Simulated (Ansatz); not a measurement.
# La2O3, element substitutions

Start from La2O3 (space group P-3m1, No. 164).

```cif
data_La2O3
_chemical_formula_sum 'La2 O3'
_space_group_name_H-M_alt 'P-3m1'
_space_group_IT_number 164
_space_group_name_Hall '-P 3 2"'
_cell_length_a 3.90611
_cell_length_b 3.90611
_cell_length_c 6.03995
_cell_angle_alpha 90.000
_cell_angle_beta 90.000
_cell_angle_gamma 120.000
loop_
_atom_site_label
_atom_site_type_symbol
_atom_site_symmetry_multiplicity
_atom_site_Wyckoff_symbol
_atom_site_fract_x
_atom_site_fract_y
_atom_site_fract_z
_atom_site_occupancy
La1 La 2 d 0.33333 0.66667 0.24536 1
O1 O 1 a 0.00000 0.00000 0.00000 1
O2 O 2 d 0.66667 0.33333 0.35399 1
```

Each row replaces one element on all its sites; cell and atoms are relaxed.

Computed with PBEsol, PAW, 420 eV (Ansatz, a program for electronic structure; no spin-orbit coupling).

```
variant  band gap  lattice parameter a
-------  --------  -------------------
base      3.77 eV              3.906 Å
O → N        zero                  [?]
O → Se        [?]              4.820 Å
O → S         [?]                  [?]
```

Task: What belongs in the blanks?

Result: 
- O → N, lattice parameter a: 4.064 Å
- O → Se, band gap: 1.68 eV
- O → S, band gap: 2.11 eV
- O → S, lattice parameter a: 4.621 Å

The magnetic state is the one reached from the starting moments; the real material's order can differ, and small cells can't hold many antiferromagnetic ones. Whether these cells are dynamically stable was not tested. As relaxed here, La2N3, La2Se3 and La2S3 are hypothetical phases, not in the database extracts checked.
